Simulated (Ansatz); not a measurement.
**Optical response of BP**

Aim: the dielectric function of BP, and the optical constants that follow from it.

Main program and level: Ansatz 0.2.0; DFT, PBE, plane-wave PAW, default files, scalar-relativistic, independent-particle optical response without local fields.

**1. The starting structure**

The structure is cubic, space group F-43m (No. 216). Conventional cell: a = 4.538 Å, b = 4.538 Å, c = 4.538 Å, α = 90.00°, β = 90.00°, γ = 90.00°. Nearest to P lie 4 B at 1.97 Å. B has 4 P at 1.97 Å nearest. Farther neighbours are not listed.

**2. Ground state and bands**

The self-consistent density comes first; it also tells whether there is a gap, which decides the occupations and the need for a Drude term.

This step: DFT, PBE, plane-wave PAW, default files, scalar-relativistic, ground state (Ansatz 0.2.0).

File input.yaml:

```yaml
crystal:
  lattice:
    - [0.0, 2.269, 2.269]
    - [2.269, 0.0, 2.269]
    - [2.269, 2.269, 0.0]
  atoms:
    - { symbol: P, position: [0.75, 0.75, 0.75] }
    - { symbol: B, position: [0.0, 0.0, 0.0] }
kpoints:
  mp_grid: { grid: [9, 9, 9] }
  band_path:
    path:
      - [[0.0, 0.0, 0.0], [0.5, 0.0, 0.5], [0.5, 0.25, 0.75], [0.375, 0.375, 0.75], [0.0, 0.0, 0.0], [0.5, 0.5, 0.5], [0.625, 0.25, 0.625], [0.5, 0.25, 0.75], [0.5, 0.5, 0.5], [0.375, 0.375, 0.75]]
      - [[0.625, 0.25, 0.625], [0.5, 0.0, 0.5]]
    npoints: 5
scf:
  occupations: { method: fermi_dirac, width: 0.05 }
  n_extra_bands: 6
hamiltonian:
  xc: pbe
  pseudopotentials: { kind: paw }
output:
  forces: true
  stress: true
  populations: true
  write_bands: true
```

Launch:

```console
$ ansatz run input.yaml --threads 4 --pin off --max-ram 8192MiB --backend cpu --events-out ev --progress --plain --runs-dir out
```

Numbers of over 12 decimals in the logs are rounded to 6 here.

Output:

```text
scf.n_extra_bands = 6 over 4 filled bands (N_el = 8.0): the run solves 10 bands
Engine: ansatz 0.2.0, x86_64-unknown-linux-gnu
Pseudopotentials: kind: paw
Pseudopotential: P, paw, valence charge 5, recommended cutoff 420 eV (normal), P.paw.azcp
Pseudopotential: B, paw, valence charge 3, recommended cutoff 420 eV (normal), B.paw.azcp
Functional definition: PBE
  parameter kappa = 0.804
  parameter beta = 0.066725
  exchange = pbe_x(kappa = kappa, mu = beta*pi^2/3)
  correlation = pbe_c(beta = beta)
Crystal: 2 atoms, lattice volume = 23.363 Å³
Basis set: ecut = 420 eV, 459 PW (Γ), exchange–correlation on 48×48×48 points (8 copies of the dense FFT grid, shifted against one another)
Bands: 10, of which v1, the nominal top of the filled ones, is band 4 counted from 1 (3 counted from 0)
Symmetry: 24 space group operations
Space group: F-43m (ITA 216), of the structure as read, at distance tolerance 2.9e-5 Å
k-points: 35 of 729 (time reversal used)
Non-local potential: P, projectors of the file, l = 0: 2, l = 1: 2, l = 2: 2
Non-local potential: B, projectors of the file, l = 0: 2, l = 1: 2, l = 2: 1
PAW form: soft (Blöchl's): semilocal exchange-correlation on the pseudo side does not see the compensation charge
PAW one-centre angular grid: P, 110 points (default); XC on 64 Gauss nodes
PAW one-centre angular grid: B, 110 points (default); XC on 64 Gauss nodes
Initial density: superposition of atomic densities (neutral atoms: chi_scale 0, normalization atom), corrected by the library's trained network
Initial wavefunctions: pseudopotential atomic-orbital guess
Functional: x = pbe(κ = 0.804, μ = 0.219515), c = pbe(β = 0.066725)
SCF iter   1: F=—  HF=-912.445880 eV  |F-HF|=—  |Δ(HF+E_count)|=         —  Δρ=1.54e-3  dr2=4.83e-4  ethr=1.77e-3  ⟨swp⟩=6.1  Hψ=2920  notcnv=0  defer=3
preconditioner: auto → none  [insulator: Δε(μ)=1.255 eV  Ē_g=14.971 eV  σ=0.050 eV  W_gap=1.00  n_scr=0 (ndim 8)  ℏωp=21.7 eV  f_vac=0.000  D(μ)=0.00/eV (n_scr^D=0)  ε∞_Penn≈3.1]
SCF iter   2: F=—  HF=-912.445946 eV  |F-HF|=—  |Δ(HF+E_count)|=   6.61e-5  Δρ=8.61e-4  dr2=1.67e-4  ethr=6.03e-6  ⟨swp⟩=2.3  Hψ=791  notcnv=0  defer=14
SCF iter   3: F=—  HF=-912.445916 eV  |F-HF|=—  |Δ(HF+E_count)|=   2.99e-5  Δρ=4.10e-4  dr2=1.83e-5  ethr=2.09e-6  ⟨swp⟩=2.0  Hψ=405  notcnv=0  defer=14
SCF iter   4: F=—  HF=-912.445937 eV  |F-HF|=—  |Δ(HF+E_count)|=   2.07e-5  Δρ=1.38e-4  dr2=5.68e-6  ethr=2.29e-7  ⟨swp⟩=2.0  Hψ=435  notcnv=0  defer=14
SCF iter   5: F=—  HF=-912.445936 eV  |F-HF|=—  |Δ(HF+E_count)|=   1.54e-6  Δρ=3.87e-5  dr2=4.46e-7  ethr=7.10e-8  ⟨swp⟩=1.9  Hψ=397  notcnv=0  defer=14
SCF iter   6: F=-912.445935 eV  HF=-912.445935 eV  |F-HF|=2.68e-8  |Δ(HF+E_count)|=   1.18e-7  Δρ=1.11e-5  dr2=3.69e-8  ethr=1.25e-9  ⟨swp⟩=7.7  Hψ=1818  notcnv=0
SCF 1 converged in 6 iterations: F = -912.445935 eV  dr2 = 3.69e-8
  greatest PAW one-centre occupation: 0.774 electrons in one spin orbital (limit 2), on the P atom at site 0 (counted from 0), in its partial waves of l = 0
NSCF: frozen V_eff on 52 k-points
SCF converged after 6 iterations
Free energy (F): -912.445935 eV
Harris-Foulkes:  -912.445935 eV  (|F-HF|=2.68e-8)
Internal energy: -912.445935 eV  (E = F + TS)
E sigma→0 (E₀):  -912.445935 eV
Entropy (-TS):   -0.000000 eV (-0.000 meV/atom)
Fermi energy:    9.875145 eV
--- Per-component energies (eV) ---
  E_band       = 22.183424
  E_kinetic    = 121.700689
  E_local      = -67.911164  (includes V_loc(G=0)·N_el)
  E_nonlocal   = 45.025085
  E_hartree    = 17.054157
  E_xc         = -94.859891
  E_vxc        = -100.532229  (∫ρ·V_xc dr)
  E_paw        = -647.963293  (= ΣΔE_a)
  E_vpaw       = -10.207488  (= ΣTr[D̂ρ^β])
  E_aug_tail   = 0.000001  (compensation charges beyond the density's cutoff)
  E_ewald      = -285.491518
  E_smearing   = -0.000000  (= −TS)
  E_closure    = -0.000000  (closes the sum)
  Σ components = -912.445935   (vs F -912.445935, Δ=0.00e0)
--- Forces (eV/Å), atoms counted from 1 ---
  atom   1  P      0.00000000     0.00000000    -0.00000000
  atom   2  B     -0.00000000     0.00000000     0.00000000
  max |Σ_I F_I| component: 3.52e-16 eV/Å
--- Stress (GPa, compression-positive) ---
        1.135987       0.000000       0.000000
       -0.000000       1.135987       0.000000
       -0.000000       0.000000       1.135987
  P = ⅓ Tr σ = 1.1360 GPa (11.360 kbar)
--- Band table (eV; the first three rows and the last of 35) ---
  k-point 0: bands = ["-6.1923", "9.2646", "9.2646", "9.2646", "12.6685", "12.6685", "12.6685", "16.6362", "20.7762", "21.2795"]
  k-point 1: bands = ["-5.9701", "7.7242", "8.9127", "8.9127", "13.1490", "13.1549", "13.1549", "17.2714", "20.5210", "20.5210"]
  k-point 2: bands = ["-5.3146", "5.0862", "8.2913", "8.2913", "13.2870", "13.9127", "13.9127", "18.5861", "20.0482", "20.0482"]
  k-point 34: bands = ["-1.3476", "1.3617", "3.4387", "4.3516", "14.2576", "15.3710", "16.2395", "18.2475", "21.4799", "24.4952"]
--- Löwdin populations: 2 sites ---
  site symbol       q [e]
     0      P      4.2506
     1      B      3.6871
  spilling = 0.007789 (of n_electrons = 8.000000)
```

Run time: 1.8 s. Hardware: 4 threads of AMD EPYC (Zen 3), shared host; peak memory 0.3 GiB.

Numbers from this step:

```
free energy                  : -912.4459 eV
Fermi energy                 : 9.875 eV
gap by band count            : 1.259 eV
electrons                    : 8
symmetry operations          : 24
pressure                     : 1.136 GPa
volume                       : 23.36 Å³
gap on the path              : 1.243 eV
least direct gap on the path : 3.404 eV
```

There is a gap, 1.24 eV on the path, so no carriers' term is needed. The cell is left with a pressure of 1.1 GPa, as it stands unrelaxed at this level.

Electronic bands along the path, in eV, zero at the Fermi level; v1 is the highest filled band, c1 the lowest empty one:

| point | v4 | v3 | v2 | v1 | c1 | c2 | c3 | c4 |
| --- | --- | --- | --- | --- | --- | --- | --- | --- |
| Γ | -16.07 | -0.61 | -0.61 | -0.61 | 2.79 | 2.79 | 2.79 | 6.76 |
| 0.40 of the way | -15.11 | -3.22 | -2.76 | -2.76 | 1.57 | 5.51 | 5.97 | 5.97 |
| X | -11.21 | -9.19 | -4.72 | -4.72 | 0.73 | 1.05 | 11.47 | 11.47 |
| 0.40 of the way | -11.13 | -9.04 | -5.30 | -5.26 | 1.77 | 2.20 | 10.20 | 10.91 |
| W | -10.94 | -8.67 | -6.28 | -6.08 | 4.71 | 6.15 | 6.63 | 6.83 |
| 0.60 of the way | -11.14 | -8.73 | -6.72 | -4.75 | 2.48 | 5.45 | 8.20 | 9.09 |
| K | -11.22 | -8.77 | -6.83 | -4.11 | 1.54 | 5.38 | 9.10 | 9.98 |
| 0.60 of the way | -15.00 | -4.43 | -3.54 | -1.27 | 3.87 | 4.00 | 4.86 | 7.73 |
| Γ | -16.07 | -0.61 | -0.61 | -0.61 | 2.79 | 2.79 | 2.79 | 6.76 |
| 0.40 of the way | -15.35 | -4.25 | -1.46 | -1.46 | 3.42 | 3.92 | 3.92 | 8.46 |
| L | -12.74 | -9.64 | -2.37 | -2.37 | 3.17 | 4.10 | 4.10 | 9.51 |
| 0.40 of the way | -12.42 | -9.35 | -4.12 | -2.93 | 2.96 | 5.35 | 5.37 | 9.59 |
| U | -11.22 | -8.77 | -6.83 | -4.11 | 1.54 | 5.38 | 9.10 | 9.98 |
| 0.40 of the way | -11.14 | -8.73 | -6.72 | -4.75 | 2.48 | 5.45 | 8.20 | 9.09 |
| W | -10.94 | -8.67 | -6.28 | -6.08 | 4.71 | 6.15 | 6.63 | 6.83 |
| 0.40 of the way | -11.82 | -8.85 | -5.76 | -4.23 | 3.74 | 4.87 | 8.32 | 8.88 |
| L | -12.74 | -9.64 | -2.37 | -2.37 | 3.17 | 4.10 | 4.10 | 9.51 |
| 0.40 of the way | -12.42 | -9.35 | -4.12 | -2.93 | 2.96 | 5.35 | 5.37 | 9.59 |
| K | -11.22 | -8.77 | -6.83 | -4.11 | 1.54 | 5.38 | 9.10 | 9.98 |
| jump to U | -11.22 | -8.77 | -6.83 | -4.11 | 1.54 | 5.38 | 9.10 | 9.98 |
| 0.60 of the way | -11.17 | -9.12 | -5.38 | -4.62 | 0.96 | 1.92 | 10.97 | 11.17 |
| X | -11.21 | -9.19 | -4.72 | -4.72 | 0.73 | 1.05 | 11.47 | 11.47 |

The electronic bands as a text plot (rows in eV, shown from -8.6 to 6.6 only):

```
    6.3 |                   ++               +    +  ++    +
    5.7 |   +         ++++                  +  +++ +      +  +
    5.0 |            +      ++++            +       +     +
    4.4 |             +               ++++++     +++ +++++    +
    3.8 | ++         +      +++++    +              +++
    3.1 |    ++     +  +        +  ++++++++++          ++++
    2.5 |+++       +      ++     ++          +  +          +
    1.9 |   +  ++  +    +                     +             +  +
    1.2 |        ++      +                     +             ++++
    0.6 |    +++++                                              +
    0.0 |
   -0.7 |*                      *****
   -1.3 | **                  **     *
   -1.9 |                   **  *  ** **
   -2.6 |   *                           ****           ***
   -3.2 |   *             **               ***       *** ***
   -3.8 |    **          *    **            * **          * **
   -4.5 |      ***      *     **     *          *   ***       ***
   -5.1 |         **   *    **                     *           **
   -5.8 |    **     ***                      *   *  *      *
   -6.4 |            ***  ****        **      *  ***        * *
   -7.0 |               **                     **            *
   -7.7 |      **
   -8.3 |                 **                       *
         Γ       X    W  K        Γ      L     U  W     L   K|U X
```

**3. Spectrum**

With the density converged, the vertical transitions are summed over the zone.

This step: DFT, PBE, plane-wave PAW, default files, scalar-relativistic, independent-particle optical response without local fields (Ansatz 0.2.0).

input.yaml, the sections that differ from step 2:

```yaml
kpoints:
  mp_grid: { grid: [9, 9, 9] }
scf:
  occupations: { method: fixed }
output:
  optics:
    e_range: [0, 14]
    de: 0.05
    sigma: 0.1
    nscf_kmesh: { grid: [8, 8, 8] }
    bands: { spectra_wanted_up_to: 14 }
# crystal, hamiltonian: as in step 2
```

Output:

```text
[...]
Crystal: 2 atoms, lattice volume = 23.363 Å³
Basis set: ecut = 420 eV, 459 PW (Γ)
Bands: 8, of which v1, the nominal top of the filled ones, is band 4 counted from 1 (3 counted from 0)
Symmetry: 24 space group operations
[...]
k-points: 35 of 729 (time reversal used)
[...]
SCF iter   1: F=—  HF=-912.445857 eV  |F-HF|=—  |Δ(HF+E_count)|=         —  Δρ=1.56e-3  dr2=5.16e-4  ethr=1.77e-3  ⟨swp⟩=5.1  Hψ=2054  notcnv=0  defer=65
[...]
SCF iter   8: F=-912.445932 eV  HF=-912.445932 eV  |F-HF|=1.59e-12  |Δ(HF+E_count)|=  3.12e-10  Δρ=8.83e-8  dr2=2.23e-12  ethr=1.00e-12  ⟨swp⟩=5.5  Hψ=1624  notcnv=0
SCF 1 converged in 8 iterations: F = -912.445932 eV  dr2 = 2.23e-12
[...]
NSCF: frozen V_eff on 29 k-points
output.optics: what the bands over the 14 summed would add to eps1, eps2 and the energy-loss function is held between a lower and an upper bound (6 Lanczos steps). eps1, eps2 and their loss function (loss_summed_bands) are given on every row as the summed bands alone make them. Along an axis, on a row where the two bounds hold the loss function to about 1 % of the greater of itself and 0.5 % of |1/eps|, its cell (loss_completed) is given, with the completed eps1 and eps2 that it is formed of (a cell that is left empty reads nan in the table and null in the record). The two bounds hold it so along every axis on all 281 rows up to 14.000 eV. [rest of the remark cut]
SCF converged after 8 iterations
Free energy (F): -912.445932 eV
[...]
Internal energy: -912.445932 eV  (E = F + TS)
E sigma→0 (E₀):  -912.445932 eV
Fermi energy:    9.264577 eV
[...]
--- Band table (eV; the first three rows and the last of 35) ---
[...]
```

Elapsed: 5 s, on 4 threads; peak memory 0.42 GiB; 12 s of CPU time.

This step gave:

- electronic dielectric constant ε∞, mean over x, y and z (by symmetry where fewer were run): 9.492
- absorption onset, first axis (α over 10⁴ cm⁻¹, or the direct gap if that lies higher): 3.404 eV
- main peak of Im epsilon, first axis: 5.839 eV
- photocurrent from vertical transitions in a film 500 nm thick on a perfect mirror (two passes), AM1.5G, no front reflection, all carriers collected: 0.5936 mA/cm²
- least direct gap on the mesh: 3.404 eV
- bands summed: 14
- spectra valid up to: 15.37 eV
- program's estimate of the k-sum error in Im epsilon: 0.4 %
- electrons in the f-sum: 6.850

The Im ε, any direction has structure finer than the step of the table below, so its rows give means over 0.5 eV, whole bins alone (the curve runs from 0 to 14 eV). Peaks (eV: height): 5.85: 49.7.

Table of Im ε, any direction by photon energy; means over each step:

| photon energy (eV) | Im ε, any direction |
| --- | --- |
| 3.0 | 9.9e-4 |
| 3.5 | 1.90 |
| 4.0 | 4.91 |
| 4.5 | 7.32 |
| 5.0 | 11.1 |
| 5.5 | 25.2 |
| 6.0 | 36.7 |
| 6.5 | 18.7 |
| 7.0 | 12.5 |
| 7.5 | 9.24 |
| 8.0 | 7.49 |
| 8.5 | 6.02 |
| 9.0 | 4.74 |
| 9.5 | 3.69 |
| 10.0 | 2.95 |
| 10.5 | 2.59 |
| 11.0 | 2.34 |
| 11.5 | 1.90 |
| 12.0 | 1.73 |
| 12.5 | 1.47 |
| 13.0 | 1.22 |
| 13.5 | 1.08 |

Re ε, any direction against photon energy:

photon energy (eV), Re ε, any direction and a bar from the least value:
```
      0.0        9.5 ################
      0.5        9.6 ################
      1.0        9.8 ################
      1.5       10.1 ################
      2.0       10.7 #################
      2.5       11.6 ##################
      3.0       13.1 ###################
      3.5       16.7 #####################
      4.0       16.8 #####################
      4.5       18.0 ######################
      5.0       20.4 ########################
      5.5       28.3 ##############################
      6.0      -11.9 
      6.5       -8.6 ##
      7.0       -8.5 ###
      7.5       -6.9 ####
      8.0       -6.3 ####
      8.5       -5.8 #####
      9.0       -5.2 #####
      9.5       -4.6 #####
     10.0       -3.9 ######
     10.5       -3.3 ######
     11.0       -3.0 #######
     11.5       -2.7 #######
     12.0       -2.4 #######
     12.5       -2.3 #######
     13.0       -2.0 #######
     13.5       -1.7 ########
     14.0       -1.5 ########
```

Values under 1 per cm are given as 1. Table of absorption coefficient, any direction by photon energy:

photon energy (eV), log10 absorption coefficient, any direction (1/cm) and a bar:
```
    0.000        0.0 
    0.500        0.0 
    1.000        0.0 
    1.500        0.0 
    2.000        0.0 
    2.500        0.0 
    3.000        0.0 
    3.500        4.9 #######################
    4.000        5.4 #########################
    4.500        5.6 ##########################
    5.000        5.8 ###########################
    5.500        6.0 ############################
    6.000        6.5 ##############################
    6.500        6.4 ##############################
    7.000        6.4 ##############################
    7.500        6.4 #############################
    8.000        6.4 #############################
    8.500        6.4 #############################
    9.000        6.4 #############################
    9.500        6.3 #############################
   10.000        6.3 #############################
   10.500        6.3 #############################
   11.000        6.3 #############################
   11.500        6.3 #############################
   12.000        6.3 #############################
   12.500        6.3 #############################
   13.000        6.3 #############################
   13.500        6.3 #############################
   14.000        6.3 #############################
```

Refractive index n and extinction k against photon energy:

| photon energy (eV) | n | k |
| --- | --- | --- |
| 0.0 | 3.08 | 0 |
| 0.5 | 3.09 | 0 |
| 1.0 | 3.12 | 0 |
| 1.5 | 3.18 | 0 |
| 2.0 | 3.27 | 0 |
| 2.5 | 3.40 | 0 |
| 3.0 | 3.62 | 0 |
| 3.5 | 4.10 | 0.249 |
| 4.0 | 4.14 | 0.590 |
| 4.5 | 4.33 | 0.837 |
| 5.0 | 4.67 | 1.17 |
| 5.5 | 5.66 | 1.95 |
| 6.0 | 3.66 | 5.04 |
| 6.5 | 2.50 | 3.85 |
| 7.0 | 1.80 | 3.42 |
| 7.5 | 1.51 | 3.04 |
| 8.0 | 1.32 | 2.84 |
| 8.5 | 1.14 | 2.67 |
| 9.0 | 0.955 | 2.48 |
| 9.5 | 0.803 | 2.29 |
| 10.0 | 0.696 | 2.10 |
| 10.5 | 0.665 | 1.94 |
| 11.0 | 0.651 | 1.86 |
| 11.5 | 0.547 | 1.74 |
| 12.0 | 0.537 | 1.63 |
| 12.5 | 0.469 | 1.57 |
| 13.0 | 0.417 | 1.46 |
| 13.5 | 0.394 | 1.37 |
| 14.0 | 0.372 | 1.29 |

The reflectivity at normal incidence, any direction has structure finer than the step of the table below, so its rows give means over 0.5 eV, whole bins alone (the curve runs from 0 to 14 eV). Peaks (eV: height): 6.00: 68.9.

Table of reflectivity at normal incidence, any direction by photon energy; means over each step:

| photon energy (eV) | reflectivity at normal incidence, any direction (%) |
| --- | --- |
| 0.5 | 26.1 |
| 1.0 | 26.5 |
| 1.5 | 27.2 |
| 2.0 | 28.2 |
| 2.5 | 29.8 |
| 3.0 | 32.2 |
| 3.5 | 36.6 |
| 4.0 | 38.2 |
| 4.5 | 40.5 |
| 5.0 | 44.4 |
| 5.5 | 53.7 |
| 6.0 | 66.7 |
| 6.5 | 63.5 |
| 7.0 | 63.2 |
| 7.5 | 61.1 |
| 8.0 | 60.5 |
| 8.5 | 60.9 |
| 9.0 | 61.6 |
| 9.5 | 62.2 |
| 10.0 | 61.6 |
| 10.5 | 59.3 |
| 11.0 | 58.6 |
| 11.5 | 59.7 |
| 12.0 | 57.7 |
| 12.5 | 59.3 |
| 13.0 | 59.7 |
| 13.5 | 58.7 |

Optical constants at common wavelengths, from n + ik = √ε:

| wavelength (nm) | n | k | R (%) | 1/α |
| --- | --- | --- | --- | --- |
| 1550 | 3.11 | 0.000 | 26.3 | over 1 mm |
| 1064 | 3.14 | 0.000 | 26.7 | over 1 mm |
| 800 | 3.19 | 0.000 | 27.3 | over 1 mm |
| 633 | 3.26 | 0.000 | 28.1 | over 1 mm |
| 532 | 3.35 | 0.000 | 29.2 | over 1 mm |
| 450 | 3.49 | 0.000 | 30.8 | over 1 mm |
| 365 | 4.02 | 0.092 | 36.3 | 315 nm |

Rows near the edge hang on the gap, which this functional as a rule makes too small, and phonon-assisted absorption is left out.

A film 1 µm thick would pass 55 % of daylight and look colourless, dimmed by reflection in transmission (x = 0.317, y = 0.334).

The f-sum over the summed bands holds 6.9 of the cell's 8 electrons outside the frozen cores. Up to 14 eV the strength has a mean oscillator energy of 6.5 eV, close to the main peak.

**4. Results**

```json
{
 "gap on the path": "1.24 eV",
 "least direct gap on the path": "3.40 eV",
 "electronic dielectric constant ε∞, mean over x, y and z (by symmetry where fewer were run) (independent particles)": "9.49",
 "absorption onset, first axis (α over 10⁴ cm⁻¹, or the direct gap if that lies higher)": "3.40 eV",
 "main peak of Im epsilon, first axis": "5.84 eV",
 "photocurrent from vertical transitions in a film 500 nm thick on a perfect mirror (two passes), AM1.5G, no front reflection, all carriers collected": "0.594 mA/cm²"
}
```

In words: At this level (PBE, independent particles) BP has ε∞ = 9.49 and n = 3.11 at 1550 nm; absorption sets in near 3.4 eV, and Im ε peaks at 5.8 eV. The gap is indirect (1.24 eV), so absorption without phonons can begin only at the direct gap of 3.40 eV. Lines 0.1 eV wide carry a tail of absorption under the direct gap, past the threshold already at 3.33 eV. Absorption passes 10⁴ cm⁻¹ from the direct gap on, 3.40 eV, in the ultraviolet, so the visible is passed, but for phonon-assisted absorption over the indirect gap, which is left out. The f-sum over the summed bands holds 6.9 of the cell's 8 electrons outside the frozen cores. Up to 14 eV the strength has a mean oscillator energy of 6.5 eV, close to the main peak. A film 1 µm thick would pass 55 % of daylight and look colourless, dimmed by reflection in transmission (x = 0.317, y = 0.334). Excitons and phonon-assisted transitions are missing, and so are local fields; PBE gaps are as a rule too small, which pulls the onset down and ε∞ up. In the base run ε includes the program's bounded estimate of what the bands above those summed add.

[Logs are printed without paths, hosts, clocks, repeated set-up lines and the standing remarks that a program may print on its own settings, such as how far it seeks lower states.]

[Hosts, paths, dates, database ids (printed as entryN), source tags and the programs' standing remarks are cut or masked in the printed files.]
